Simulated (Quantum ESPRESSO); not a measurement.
Crystal: Zr.

```
Zr
1.0
     3.23200    0.00000    0.00000
    -1.61600    2.79899    0.00000
     0.00000    0.00000    5.14700
Zr
2
Direct
  0.66667 0.33333 0.75000
  0.33333 0.66667 0.25000
```

- Program: Quantum ESPRESSO 7.5
- Task: phonons
- Functional: PBEsol
- Potentials or basis: GBRV 1.5 PBEsol
- Cutoff: 612 eV
- Density cutoff: 4898 eV
- k mesh: 9 × 9 × 5
- Occupations: cold, width 0.2 eV
- Spin: no spin polarisation
- Target pressure: 5 GPa
- Mixing beta: 0.5
- Most SCF iterations: 120
- SCF threshold: 4e-10 Ry

The cell and the atoms were relaxed first at 5 GPa, to 21.42 Å³/atom (a = 3.128 Å, b = 3.128 Å, c = 5.057 Å, α = 90.00°, β = 90.00°, γ = 120.00°), and the response was taken there.

Question: Which optical modes does the crystal have at the zone centre, and which show in infrared and Raman spectra?

Answer: The optical modes are E2g + B1g. None is infrared active. Raman active: E2g.

Optical modes at Γ, degenerate ones joined:
| cm⁻¹ | components | symmetry | active in |
| --- | --- | --- | --- |
| 61 | 2 | E2g | Raman |
| 193 | 1 | B1g | silent |

Caveat: the mesh is thin for the phonons of a metal; the cell is more than 3 GPa from zero pressure, which shifts response properties.
